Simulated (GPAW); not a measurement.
Runs of GPAW 26.7.0 on TiC. The structure is cubic, space group Fm-3m (No. 225). The conventional cell has a = 4.331 Å, b = 4.331 Å, c = 4.331 Å, α = 90.00°, β = 90.00°, γ = 90.00°. Ti (site symmetry m-3m) is surrounded by 6 C at 2.17 Å. Around C (site symmetry m-3m) lie 6 Ti at 2.17 Å. The cell is a database's computed one.

```csv
task,level,cell,optimizer,fmax,max steps,convergence,gap on the mesh (eV),pressure (GPa),relaxed volume (Å³/atom)
relaxation of cell and atoms,PBEsol+D3(BJ),relaxed,BFGS,0.02 eV/Å,60,density=1e-05 forces=0.0001,none,0.0,9.68
single point,PBEsol,"atoms moved at random, drawn with an rms of 0.05 Å",-,-,-,-,none,-5.4,-
relaxation of cell and atoms,PBEsol+D3,relaxed,BFGS,0.02 eV/Å,60,density=1e-05 forces=0.0001,none,0.3,9.76
single point,PBEsol,as given,-,-,-,-,none,(a),-
```

Alike in all rows: potentials or basis PAW data sets generated in the run's folder for this functional, pw; no spin polarisation; k mesh 11 × 11 × 11; cutoff (eV) 800; smearing fermi-dirac 0.05 eV.

Problem. Estimate the missing entries.

Solution. (a) -5.9.

Caveats: later steps reuse the first step's grids (some runs); pairwise dispersion overbinds metals, which lowers pressure and volume (some runs).

A gap of «none» marks a metal or a gap under the smearing width.

Runs at the PBE level aren't shown here.
